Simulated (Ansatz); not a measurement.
Consider BaSnO3 in the cubic perovskite structure (space group Pm-3m, No. 221; a = 4.1219 Å). Axes: x, y, z lie along the cube axes.

All numbers come from PBEsol in Ansatz (plane waves to 420 eV, PAW, no spin-orbit coupling).

A first run, uniaxial strain ε_xx = +1.58 %, gives secant values C11 ≈ 260 GPa and C12 ≈ 81 GPa from its stress. A second run applies isotropic strain +2.00 %.

What does linear elasticity predict for the bulk modulus −ΔP/(ΔV/V₀) in the second run, and what does the run give?

Linear elasticity: (C11 + 2 C12)/3 = 140 GPa. The run gives 130 GPa; any difference comes from nonlinear terms at these strains and numerical noise.

Stability against distortions was not tested.

Ansatz is a program for electronic structure.
